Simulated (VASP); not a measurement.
# KBr (Fm-3m) in VASP: single point with PBE

Aim: the single point of KBr with PBE.

Program: VASP 6.6.1. These are calculated values, not measurements. Logs are shortened: lines on timing, memory, paths and dates and some standing lists are left out, and cuts for length are marked.

**1. The structure**

It takes space group Fm-3m (No. 225, cubic). The conventional cell has a = 6.710 Å, b = 6.710 Å, c = 6.710 Å, α = 90.00°, β = 90.00°, γ = 90.00°. Around K (site symmetry m-3m) lie 6 Br at 3.35 Å. Around Br (site symmetry m-3m) lie 6 K at 3.35 Å.

**2. Single point, PBE**

Input file INCAR:

```
SYSTEM = KBr
ALGO = Normal
EDIFF = 1E-6
ENCUT = 450
GGA = PE
ICORELEVEL = 1
ISIF = 2
ISMEAR = 0
LASPH = .True.
LCHARG = .False.
LREAL = Auto
LWAVE = .False.
NBANDS = 150
NELM = 80
PREC = Normal
SIGMA = 0.01
```

Input file KPOINTS:

```
k-points
0
Monkhorst
  2 2 2
  0 0 0
```

Input file POSCAR:

```
KBr
1.0
    6.7096260000      6.7096260000     -6.7096260000
   -6.7096260000     -6.7096260000     -6.7096260000
   -6.7096260000      6.7096260000      6.7096260000
K Br
16 16
Direct
    0.2500000000      0.7500000000      0.0000000000
    0.5000000000      0.5000000000      0.0000000000
    0.7500000000      0.2500000000      0.0000000000
    0.7500000000      0.7500000000      0.5000000000
    0.0000000000      0.7500000000      0.2500000000
    0.2500000000      0.5000000000      0.2500000000
    0.5000000000      0.2500000000      0.2500000000
    0.7500000000      0.0000000000      0.2500000000
    0.0000000000      0.0000000000      0.0000000000
    0.5000000000      0.7500000000      0.7500000000
    0.7500000000      0.5000000000      0.7500000000
    0.0000000000      0.5000000000      0.5000000000
    0.2500000000      0.2500000000      0.5000000000
    0.5000000000      0.0000000000      0.5000000000
    0.0000000000      0.2500000000      0.7500000000
    0.2500000000      0.0000000000      0.7500000000
    0.2500000000      0.2500000000      0.0000000000
    0.5000000000      0.0000000000      0.0000000000
    0.7500000000      0.7500000000      0.0000000000
    0.7500000000      0.2500000000      0.5000000000
    0.0000000000      0.2500000000      0.2500000000
    0.2500000000      0.0000000000      0.2500000000
    0.5000000000      0.7500000000      0.2500000000
    0.7500000000      0.5000000000      0.2500000000
    0.0000000000      0.5000000000      0.0000000000
    0.5000000000      0.2500000000      0.7500000000
    0.7500000000      0.0000000000      0.7500000000
    0.0000000000      0.0000000000      0.5000000000
    0.2500000000      0.7500000000      0.5000000000
    0.5000000000      0.5000000000      0.5000000000
    0.0000000000      0.7500000000      0.7500000000
    0.2500000000      0.5000000000      0.7500000000
```

Potentials or basis: VASP PAW PBE potentials, release 64 (K_sv, Br).

Started as:

```console
$ cat potpaw_PBE.64/K_sv/POTCAR potpaw_PBE.64/Br/POTCAR > POTCAR
$ mpirun -np 1 vasp_std > vasp.out
```

OUTCAR:

```text
SYSTEM = KBr
   EDIFF = 1E-6
   ENCUT = 450
   GGA = PE
   ISIF = 2
   ISMEAR = 0
   LASPH = .True.
   LREAL = Auto
   NELM = 80
   PREC = Normal

 ion  position               nearest neighbor table
   1  0.250  0.750  0.000-
   2  0.500  0.500  0.000-
   3  0.750  0.250  0.000-
   4  0.750  0.750  0.500-
   5  0.000  0.750  0.250-
   6  0.250  0.500  0.250-
[... 24 lines left out ...]
  31  0.000  0.750  0.750-
  32  0.250  0.500  0.750-

  LATTYP: Found a body centered cubic cell.
 ALAT       =    13.4192520000

  Lattice vectors:

 A1 = (   6.7096260000,   6.7096260000,  -6.7096260000)
 A2 = (  -6.7096260000,  -6.7096260000,  -6.7096260000)
 A3 = (  -6.7096260000,   6.7096260000,   6.7096260000)

Analysis of symmetry for initial positions (statically):
=====================================================================
 Subroutine PRICEL returns following result:

  LATTYP: Found a face centered cubic cell.
 ALAT       =     6.7096260000

  Lattice vectors:

 A1 = (  -3.3548130000,  -3.3548130000,   0.0000000000)
 A2 = (  -0.0000000000,  -3.3548130000,   3.3548130000)
 A3 = (  -3.3548130000,  -0.0000000000,   3.3548130000)

  16 primitive cells build up your supercell.

 Routine SETGRP: Setting up the symmetry group for a
 body centered cubic supercell.

 Subroutine GETGRP returns: Found 48 space group operations
 (whereof 48 operations were pure point group operations)
 out of a pool of 48 trial point group operations.

The static configuration has the point symmetry O_h .

Analysis of symmetry for dynamics (positions and initial velocities):
=====================================================================
 Subroutine PRICEL returns following result:

  LATTYP: Found a face centered cubic cell.
 ALAT       =     6.7096260000

  Lattice vectors:

 A1 = (  -3.3548130000,  -3.3548130000,   0.0000000000)
 A2 = (  -0.0000000000,  -3.3548130000,   3.3548130000)
 A3 = (  -3.3548130000,  -0.0000000000,   3.3548130000)

  16 primitive cells build up your supercell.

 Routine SETGRP: Setting up the symmetry group for a
 body centered cubic supercell.

 Subroutine GETGRP returns: Found 48 space group operations
 (whereof 48 operations were pure point group operations)
 out of a pool of 48 trial point group operations.
[... 110 lines left out ...]
 Gauss-broadening in eV      SIGMA  =   0.01
  energy-cutoff  :      450.00
  volume of cell :     1208.24
 maximum number of plane-waves:     26211
   NGX = 41   NGY = 41   NGZ = 41

 number of electron     256.0000146 magnetization

 Free energy of the ion-electron system (eV)
  ---------------------------------------------------
  ext. energy  EPLUGINS =         0.00000000
  ---------------------------------------------------
  free energy    TOTEN  =       -99.57549749 eV

  energy without entropy =      -99.57549749  energy(sigma->0) =      -99.57549749

 the core state eigenenergies are
   1-  1s  -3516.5506  2s   -347.8302  2p   -274.5409
   2-  1s  -3516.5506  2s   -347.8302  2p   -274.5409
   3-  1s  -3516.5506  2s   -347.8302  2p   -274.5409
   4-  1s  -3516.5506  2s   -347.8302  2p   -274.5409
   5-  1s  -3516.5506  2s   -347.8302  2p   -274.5409
   6-  1s  -3516.5506  2s   -347.8302  2p   -274.5409
[... 8 lines left out ...]
  15-  1s  -3516.5506  2s   -347.8302  2p   -274.5409
  16-  1s  -3516.5506  2s   -347.8302  2p   -274.5409
  17-  1s -13309.4513  2s  -1726.0121  2p  -1521.4003  3s   -231.3090  3p   -166.7271
[... 17 lines left out ...]
  26-  1s -13309.4513  2s  -1726.0121  2p  -1521.4003  3s   -231.3090  3p   -166.7271
       3d    -59.9886
  27-  1s -13309.4513  2s  -1726.0121  2p  -1521.4003  3s   -231.3090  3p   -166.7271
       3d    -59.9886
  28-  1s -13309.4513  2s  -1726.0121  2p  -1521.4003  3s   -231.3090  3p   -166.7271
       3d    -59.9886
  29-  1s -13309.4513  2s  -1726.0121  2p  -1521.4003  3s   -231.3090  3p   -166.7271
       3d    -59.9886
  30-  1s -13309.4513  2s  -1726.0121  2p  -1521.4003  3s   -231.3090  3p   -166.7271
       3d    -59.9886
  31-  1s -13309.4513  2s  -1726.0121  2p  -1521.4003  3s   -231.3090  3p   -166.7271
       3d    -59.9886
  32-  1s -13309.4513  2s  -1726.0121  2p  -1521.4003  3s   -231.3090  3p   -166.7271
       3d    -59.9886

 E-fermi :  -1.9163     XC(G=0):  -7.1753

 val. band max:       -1.9772378596   @ k =  -0.2500   0.2500   0.2500
 cond. band min:       2.8444347857   @ k =  -0.2500   0.2500   0.2500
 fundamental gap:      4.8216726452
 Fermi energy:        -1.9162900201

 k-point     1 :       0.2500    0.2500    0.2500
  band No.  band energies     occupation
      1     -29.8172      2.00000
      2     -29.8172      2.00000
      3     -29.8172      2.00000
      4     -29.8172      2.00000
      5     -29.8145      2.00000
      6     -29.8145      2.00000
[... 132 lines left out ...]
    139       4.6946      0.00000
    140       4.6946      0.00000

 k-point     2 :      -0.2500    0.2500    0.2500
  band No.  band energies     occupation
      1     -29.8185      2.00000
      2     -29.8161      2.00000
      3     -29.8161      2.00000
      4     -29.8161      2.00000
      5     -29.8161      2.00000
      6     -29.8151      2.00000
[... 132 lines left out ...]
    139       4.6330      0.00000
    140       4.6330      0.00000
 [bands above 140 left out]

------------------------ aborting loop because EDIFF is reached ----------------------------------------

  FORCE on cell =-STRESS in cart. coord.  units (eV):
  Direction    XX          YY          ZZ          XY          YZ          ZX
  --------------------------------------------------------------------------------------
  -------------------------------------------------------------------------------------
  Total       -0.2485695     -0.2485695     -0.2485695      0.0000000      0.0000000      0.0000000
  in kB       -0.3296123     -0.3296123     -0.3296123      0.0000000      0.0000000      0.0000000
  external PRESSURE =      -0.3296123 kB  Pullay stress =       0.0000000 kB

 VOLUME and BASIS-vectors are now :
 -----------------------------------------------------------------------------
  energy-cutoff  :      450.00
  volume of cell :     1208.24
      direct lattice vectors                 reciprocal lattice vectors
     6.709626000  6.709626000 -6.709626000     0.000000000  0.074519802 -0.074519802
    -6.709626000 -6.709626000 -6.709626000    -0.074519802  0.000000000 -0.074519802
    -6.709626000  6.709626000  6.709626000    -0.074519802  0.074519802  0.000000000

 POSITION                                       TOTAL-FORCE (eV/Angst)
 -----------------------------------------------------------------------------------
     -3.35481     -3.35481     -6.70963        -0.000000      0.000000      0.000000
      0.00000      0.00000     -6.70963        -0.000000     -0.000000     -0.000000
      3.35481      3.35481     -6.70963        -0.000000      0.000000     -0.000000
     -3.35481      3.35481     -6.70963        -0.000000     -0.000000     -0.000000
     -6.70963     -3.35481     -3.35481         0.000000     -0.000000     -0.000000
     -3.35481      0.00000     -3.35481        -0.000000     -0.000000     -0.000000
[... 24 lines left out ...]
    -10.06444      0.00000      0.00000        -0.000000      0.000000      0.000000
     -6.70963      3.35481      0.00000        -0.000000     -0.000000     -0.000000
 -----------------------------------------------------------------------------------
    total drift:                                0.000000     -0.000000     -0.000000

  FREE ENERGIE OF THE ION-ELECTRON SYSTEM (eV)
  ---------------------------------------------------
  free  energy   TOTEN  =       -99.5754974870 eV

  energy  without entropy=      -99.5754974870  energy(sigma->0) =      -99.57549749
```

OSZICAR:

```text
N       E                     dE             d eps       ncg     rms          rms(c)
DAV:   1     0.199365347788E+04    0.19937E+04   -0.10396E+05   600   0.132E+03
DAV:   2     0.956945936250E+02   -0.18980E+04   -0.18535E+04   772   0.355E+02
DAV:   3    -0.954845385444E+02   -0.19118E+03   -0.19075E+03   744   0.976E+01
DAV:   4    -0.101934568549E+03   -0.64500E+01   -0.64379E+01   816   0.202E+01
DAV:   5    -0.102528006538E+03   -0.59344E+00   -0.59330E+00  1024   0.383E+00    0.116E+01
DAV:   6    -0.995881007632E+02    0.29399E+01   -0.60256E+00   696   0.363E+00    0.827E+00
DAV:   7    -0.993969828226E+02    0.19112E+00   -0.33456E+00   760   0.292E+00    0.400E+00
DAV:   8    -0.995597034382E+02   -0.16272E+00   -0.52352E-01   760   0.155E+00    0.841E-01
DAV:   9    -0.995609786649E+02   -0.12752E-02   -0.30030E-02   928   0.267E-01    0.387E-01
DAV:  10    -0.995751276544E+02   -0.14149E-01   -0.18096E-02   690   0.283E-01    0.748E-02
DAV:  11    -0.995753260428E+02   -0.19839E-03   -0.13382E-03   840   0.566E-02    0.317E-02
DAV:  12    -0.995754706941E+02   -0.14465E-03   -0.15380E-04   682   0.284E-02    0.114E-02
DAV:  13    -0.995754957930E+02   -0.25099E-04   -0.35316E-05   624   0.122E-02    0.633E-03
DAV:  14    -0.995754972617E+02   -0.14688E-05   -0.76457E-06   512   0.633E-03    0.196E-03
DAV:  15    -0.995754974870E+02   -0.22527E-06   -0.40204E-07   432   0.157E-03
   1 F= -.99575497E+02 E0= -.99575497E+02  d E =-.623687E-18
```

stdout:

```text
POSCAR found type information on POSCAR K Br
 POSCAR found :  2 types and      32 ions
 scaLAPACK will be used
 LDA part: xc-table for (Slater+PW92), standard interpolation
 POSCAR, INCAR and KPOINTS ok, starting setup
 FFT: planning ... GRIDC
 FFT: planning ... GRID_SOFT
 FFT: planning ... GRID
 WAVECAR not read
 entering main loop
```

It took 6.2 min on 1 thread of Intel Xeon Platinum 8375C at 2.90GHz (Ice Lake), shared host; peak memory 0.58 GiB.

Results:

| Quantity | Value |
| --- | --- |
| Free energy | -99.5755 eV |
| Pressure | 0.0 GPa |

Levels at points of the mesh, in eV from the valence-band top:
| k point | band 126 | band 127 | band 128 | band 129 | band 130 | band 131 |
| --- | --- | --- | --- | --- | --- | --- |
| (0.25, 0.25, 0.25) | -0.10 | -0.10 | -0.10 | 5.56 | 5.56 | 5.56 |

Core levels (eV, on the scale of the bands):
| atom | levels |
| --- | --- |
| 1 K | 1s -3516.6, 2s -347.8, 2p -274.5 |
| 2 K | 1s -3516.6, 2s -347.8, 2p -274.5 |
| 3 K | 1s -3516.6, 2s -347.8, 2p -274.5 |
| 4 K | 1s -3516.6, 2s -347.8, 2p -274.5 |
| 5 K | 1s -3516.6, 2s -347.8, 2p -274.5 |
| 6 K | 1s -3516.6, 2s -347.8, 2p -274.5 |
